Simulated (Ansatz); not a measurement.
# TiO2: the cost of one run

Computed with Ansatz 0.2.0 (DFT PBE, scalar-relativistic, plane waves, PAW, unless a step's input says otherwise).

## Step 1: The system as given

It takes space group P1 (No. 1, triclinic). The conventional cell has a = 2.968 Å, b = 4.708 Å, c = 7.241 Å, α = 88.08°, β = 78.18°, γ = 90.00°. Ti (site symmetry 1) is surrounded by 6 O at 1.95 to 1.98 Å. Around Ti (site symmetry 1) lie 6 O at 1.96 to 1.97 Å. Around O (site symmetry 1) lie 3 Ti at 1.96 Å. O (site symmetry 1) has 3 Ti at 1.95 to 1.98 Å in its first shell of neighbours. O (site symmetry 1) has 3 Ti at 1.97 Å in its first shell of neighbours. Only part of the 9 independent sites is listed.

Structure file:

```
Ti O
1.0
     8.90479    0.00000    0.00000
     0.00042    9.41521    0.00000
     1.48357    0.24235    7.08347
Ti O
18 36
Direct
  0.22057 0.26024 0.68450
  0.22057 0.76024 0.68450
  0.55390 0.26024 0.68450
  0.55390 0.76024 0.68450
  0.88724 0.26024 0.68450
  0.88724 0.76024 0.68450
  0.11488 0.24013 0.31696
  0.11488 0.74013 0.31696
  0.44821 0.24013 0.31696
  0.44821 0.74013 0.31696
  0.78155 0.24013 0.31696
  0.78155 0.74013 0.31696
  0.00112 0.00019 0.00070
  0.00112 0.50019 0.00070
  0.33446 0.00019 0.00070
  0.33446 0.50019 0.00070
  0.66779 0.00019 0.00070
  0.66779 0.50019 0.00070
  0.18934 0.40765 0.87283
  0.18934 0.90765 0.87283
  0.52268 0.40765 0.87283
  0.52268 0.90765 0.87283
  0.85601 0.40765 0.87283
  0.85601 0.90765 0.87283
  0.07647 0.35150 0.54951
  0.07647 0.85150 0.54951
  0.40980 0.35150 0.54951
  0.40980 0.85150 0.54951
  0.74314 0.35150 0.54951
  0.74314 0.85150 0.54951
  0.30217 0.34592 0.19517
  0.30217 0.84592 0.19517
  0.63550 0.34592 0.19517
  0.63550 0.84592 0.19517
  0.96883 0.34592 0.19517
  0.96883 0.84592 0.19517
  0.03374 0.15448 0.80624
  0.03374 0.65448 0.80624
  0.36708 0.15448 0.80624
  0.36708 0.65448 0.80624
  0.70041 0.15448 0.80624
  0.70041 0.65448 0.80624
  0.25931 0.14886 0.45188
  0.25931 0.64886 0.45188
  0.59264 0.14886 0.45188
  0.59264 0.64886 0.45188
  0.92597 0.14886 0.45188
  0.92597 0.64886 0.45188
  0.14668 0.09272 0.12854
  0.14668 0.59272 0.12854
  0.48001 0.09272 0.12854
  0.48001 0.59272 0.12854
  0.81335 0.09272 0.12854
  0.81335 0.59272 0.12854
```

The runs take a perfect supercell of 54 atoms; the defect goes to fractional position (0.189, 0.408, 0.873).

## Step 2: The perfect supercell

File input.yaml:

```yaml
crystal:
  lattice:
    - [8.904794, 0.0, 0.0]
    - [0.000416, 9.415214, 0.0]
    - [1.48357, 0.242353, 7.083465]
  atoms:
    - { symbol: Ti, position: [0.220569, 0.260237, 0.684496] }
    - { symbol: Ti, position: [0.220569, 0.760237, 0.684496] }
    - { symbol: Ti, position: [0.553903, 0.260237, 0.684496] }
    - { symbol: Ti, position: [0.553903, 0.760237, 0.684496] }
    - { symbol: Ti, position: [0.887236, 0.260237, 0.684496] }
    - { symbol: Ti, position: [0.887236, 0.760237, 0.684496] }
    - { symbol: Ti, position: [0.11488, 0.24013, 0.31696] }
    - { symbol: Ti, position: [0.11488, 0.74013, 0.31696] }
    - { symbol: Ti, position: [0.448213, 0.24013, 0.31696] }
    - { symbol: Ti, position: [0.448213, 0.74013, 0.31696] }
    - { symbol: Ti, position: [0.781547, 0.24013, 0.31696] }
    - { symbol: Ti, position: [0.781547, 0.74013, 0.31696] }
    - { symbol: Ti, position: [0.001124, 0.000194, 0.000703] }
    - { symbol: Ti, position: [0.001124, 0.500194, 0.000703] }
    - { symbol: Ti, position: [0.334457, 0.000194, 0.000703] }
    - { symbol: Ti, position: [0.334457, 0.500194, 0.000703] }
    - { symbol: Ti, position: [0.667791, 0.000194, 0.000703] }
    - { symbol: Ti, position: [0.667791, 0.500194, 0.000703] }
    - { symbol: O, position: [0.189342, 0.40765, 0.872827] }
    - { symbol: O, position: [0.189342, 0.90765, 0.872827] }
    - { symbol: O, position: [0.522675, 0.40765, 0.872827] }
    - { symbol: O, position: [0.522675, 0.90765, 0.872827] }
    - { symbol: O, position: [0.856009, 0.40765, 0.872827] }
    - { symbol: O, position: [0.856009, 0.90765, 0.872827] }
    - { symbol: O, position: [0.076469, 0.351504, 0.549515] }
    - { symbol: O, position: [0.076469, 0.851504, 0.549515] }
    - { symbol: O, position: [0.409802, 0.351504, 0.549515] }
    - { symbol: O, position: [0.409802, 0.851504, 0.549515] }
    - { symbol: O, position: [0.743136, 0.351504, 0.549515] }
    - { symbol: O, position: [0.743136, 0.851504, 0.549515] }
    - { symbol: O, position: [0.302166, 0.345918, 0.195172] }
    - { symbol: O, position: [0.302166, 0.845918, 0.195172] }
    - { symbol: O, position: [0.635499, 0.345918, 0.195172] }
    - { symbol: O, position: [0.635499, 0.845918, 0.195172] }
    - { symbol: O, position: [0.968832, 0.345918, 0.195172] }
    - { symbol: O, position: [0.968832, 0.845918, 0.195172] }
    - { symbol: O, position: [0.033745, 0.154477, 0.806243] }
    - { symbol: O, position: [0.033745, 0.654477, 0.806243] }
    - { symbol: O, position: [0.367079, 0.154477, 0.806243] }
    - { symbol: O, position: [0.367079, 0.654477, 0.806243] }
    - { symbol: O, position: [0.700412, 0.154477, 0.806243] }
    - { symbol: O, position: [0.700412, 0.654477, 0.806243] }
    - { symbol: O, position: [0.259309, 0.148864, 0.451878] }
    - { symbol: O, position: [0.259309, 0.648864, 0.451878] }
    - { symbol: O, position: [0.592642, 0.148864, 0.451878] }
    - { symbol: O, position: [0.592642, 0.648864, 0.451878] }
    - { symbol: O, position: [0.925975, 0.148864, 0.451878] }
    - { symbol: O, position: [0.925975, 0.648864, 0.451878] }
    - { symbol: O, position: [0.146679, 0.092719, 0.128539] }
    - { symbol: O, position: [0.146679, 0.592719, 0.128539] }
    - { symbol: O, position: [0.480013, 0.092719, 0.128539] }
    - { symbol: O, position: [0.480013, 0.592719, 0.128539] }
    - { symbol: O, position: [0.813346, 0.092719, 0.128539] }
    - { symbol: O, position: [0.813346, 0.592719, 0.128539] }
basis:
  ecutwfc: 420
  fft_grid_basis: typed
kpoints:
  mp_grid: { grid: [2, 1, 2] }
hamiltonian:
  xc: pbe
  pseudopotentials: { kind: paw }
scf:
  occupations: { method: gaussian, width: 0.05 }
output:
  forces: true
  stress: false
  eigenvalues: true
  bader: false
  write_density: true
  volumetric_format: npy
```

Run with:

```console
ansatz run input.yaml --threads 8 --pin off --max-ram 16384MiB --backend cpu --events-out ev --progress --plain --runs-dir out
```

Q: Estimate wall time and peak memory on 8 threads of Intel Xeon 6975P-C (Granite Rapids), shared host.

About 3.7 s, with a peak of 3.1 GiB.
